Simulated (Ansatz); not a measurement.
# Elastic constants of Ga$_{2}$O$_{3}$: input and output

Theory: Ansatz 0.2.0, DFT LDA, scalar-relativistic, plane waves, PAW.

Launched with:
```bash
ansatz run input.yaml --threads 2 --pin off --max-ram 6144MiB --backend cpu --events-out ev --progress --plain --runs-dir out
```

Input (bare energies are in eV):
```yaml
crystal:
  lattice:
    - [6.067263822, -1.5078997263, 0.0056466811]
    - [6.067263822, 1.5078997263, 0.0056466811]
    - [-1.371765085, 0.0, 5.5850441298]
  atoms:
    - { symbol: Ga, position: [0.0906930981, 0.0906930981, 0.7950576787] }
    - { symbol: Ga, position: [0.9093069019, 0.9093069019, 0.2049423213] }
    - { symbol: Ga, position: [0.6588909756, 0.6588909756, 0.3142962757] }
    - { symbol: Ga, position: [0.3411090244, 0.3411090244, 0.6857037243] }
    - { symbol: O, position: [0.1656976276, 0.1656976276, 0.1093469611] }
    - { symbol: O, position: [0.8343023724, 0.8343023724, 0.8906530389] }
    - { symbol: O, position: [0.1730768557, 0.1730768557, 0.5621921834] }
    - { symbol: O, position: [0.8269231443, 0.8269231443, 0.4378078166] }
    - { symbol: O, position: [0.4964289188, 0.4964289188, 0.2557875169] }
    - { symbol: O, position: [0.5035710812, 0.5035710812, 0.7442124831] }
basis:
  ecutwfc: 420
kpoints:
  mp_grid: { grid: [10, 10, 6] }
hamiltonian:
  xc: lda
scf:
  occupations: { method: fixed }
output:
  forces: true
  stress: true
  eigenvalues: true
elastic:
  mode: relaxed_ion
  stencil: two_point
```

From the output:
```
--- Elastic constants: 6 strain directions × 2 members + reference (group order 4) ---
  dense FFT box of the reference and of every strained cell: 45×45×40
  strains applied: 11, 22, 33, 23, 13, 12; error gains: componentwise 1.00 (the most a stress slope's error grows in a printed constant), spectral 1.00 (1 for all six strains in a standard setting)
  reference relaxed by the batch: 5 steps; max|allowed force component| 3.12e-4 eV/Å at the deck's positions, 1.76e-5 at the last accepted step, 1.76e-5 by the solve of record
  largest displacement 3.2e-5 Å; the constants are those of the deck's cell at these positions:
  atoms:
    - { symbol: Ga, position: [0.09069522587348348, 0.09069522587348348, 0.7950586925175261] }
    - { symbol: Ga, position: [0.9093047741265166, 0.9093047741265166, 0.20494130748247408] }
    - { symbol: Ga, position: [0.6588903059383225, 0.6588903059383225, 0.3142960761576486] }
    - { symbol: Ga, position: [0.34110969406167746, 0.34110969406167746, 0.6857039238423516] }
    - { symbol: O, position: [0.16570015602309007, 0.16570015602309007, 0.10934640207404982] }
    - { symbol: O, position: [0.83429984397691, 0.83429984397691, 0.8906535979259502] }
    - { symbol: O, position: [0.1730760834600079, 0.1730760834600079, 0.5621899839731999] }
    - { symbol: O, position: [0.826923916539992, 0.826923916539992, 0.43781001602680025] }
    - { symbol: O, position: [0.4964284041477922, 0.4964284041477922, 0.2557834604348046] }
    - { symbol: O, position: [0.5035715958522078, 0.5035715958522078, 0.7442165395651954] }
  C = ∂σ_k/∂η_j (tension-positive GPa; Voigt order 11 22 33 23 13 12):
       240.712    125.302    142.329     -0.000    -18.463     -0.000
       125.263    355.431     90.361     -0.000     11.889      0.000
       142.247     90.312    351.533     -0.000      8.304     -0.000
         0.000      0.000      0.000     57.755     -0.000     20.191
       -18.405     11.883      8.321     -0.000     68.918      0.000
        -0.000      0.000     -0.000     20.172     -0.000     96.235
  reference stress σ⁰ (GPa):      0.006      0.005      0.005      0.000      0.001     -0.000
  C* (energy form; C + prestress term) asymmetry max|C*_kj − C*_jk| = 8.451e-2 GPa — a small one proves nothing (zero by symmetry where the batch's group is 432, −43m or m−3m); a large one is finite-difference/SCF noise where every solve ...
  moduli (Voigt/Reuss/Hill, GPa): K = 184.83/181.89/183.36   G = 83.90/71.77/77.83   E = 204.56   ν = 0.314
  mechanically stable: yes (min eigenvalue of sym C = 49.11 GPa)
  strain η (Voigt 11):  stress-route row diagonal C_11 = 240.71 GPa, energy-path curvature d²(F+E_count+ΔE)/dδ²/Ω₀ = 241.14 GPa
         δ    σ_11 (GPa) F (eV) n_scf n_hpsi n_pw
    -2.000e-3      -0.4762      -18163.9034968       2   68453   2015   relax 6 steps, max|allowed force component| 4.23e-5 eV/Å
     2.000e-3       0.4867      -18163.9035117       2   67040   2026   relax 7 steps, max|allowed force component| 1.86e-5 eV/Å
  strain η (Voigt 22):  stress-route row diagonal C_22 = 355.43 GPa, energy-path curvature d²(F+E_count+ΔE)/dδ²/Ω₀ = 355.77 GPa
         δ    σ_22 (GPa) F (eV) n_scf n_hpsi n_pw
    -2.000e-3      -0.7095      -18163.9033757       2   68054   2016   relax 7 steps, max|allowed force component| 1.64e-5 eV/Å
     2.000e-3       0.7122      -18163.9033609       2   68392   2029   relax 6 steps, max|allowed force component| 2.32e-5 eV/Å
  strain η (Voigt 33):  stress-route row diagonal C_33 = 351.53 GPa, energy-path curvature d²(F+E_count+ΔE)/dδ²/Ω₀ = 351.84 GPa
         δ    σ_33 (GPa) F (eV) n_scf n_hpsi n_pw
    -2.000e-3      -0.7006      -18163.9033737       2   68885   2013   relax 5 steps, max|allowed force component| 2.49e-5 eV/Å
     2.000e-3       0.7055      -18163.9033985       2   67222   2029   relax 5 steps, max|allowed force component| 1.92e-5 eV/Å
  strain η (Voigt 23):  stress-route row diagonal C_44 = 57.76 GPa, energy-path curvature d²(F+E_count+ΔE)/dδ²/Ω₀ = 58.01 GPa
         δ    σ_23 (GPa) F (eV) n_scf n_hpsi n_pw
    -2.000e-3      -0.1155      -18163.9037572       2  121042   2022   relax 6 steps, max|allowed force component| 2.71e-5 eV/Å
     2.000e-3       0.1155      -18163.9037572       2  119331   2022   relax 4 steps, max|allowed force component| 3.90e-5 eV/Å
  strain η (Voigt 13):  stress-route row diagonal C_55 = 68.92 GPa, energy-path curvature d²(F+E_count+ΔE)/dδ²/Ω₀ = 68.99 GPa
         δ    σ_13 (GPa) F (eV) n_scf n_hpsi n_pw
    -2.000e-3      -0.1370      -18163.9037224       2   68635   2019   relax 6 steps, max|allowed force component| 1.83e-5 eV/Å
     2.000e-3       0.1387      -18163.9037286       2   67072   2020   relax 6 steps, max|allowed force component| 2.66e-5 eV/Å
  strain η (Voigt 12):  stress-route row diagonal C_66 = 96.24 GPa, energy-path curvature d²(F+E_count+ΔE)/dδ²/Ω₀ = 96.51 GPa
         δ    σ_12 (GPa) F (eV) n_scf n_hpsi n_pw
    -2.000e-3      -0.1925      -18163.9037152       2  120994   2022   relax 6 steps, max|allowed force component| 3.81e-5 eV/Å
     2.000e-3       0.1925      -18163.9037152       2  120715   2022   relax 6 steps, max|allowed force component| 3.55e-5 eV/Å
```

The run took 13 min on 2 threads of AMD EPYC 9R45 96-Core Processor (Zen 5), on a shared host, peak memory 1.6 GiB.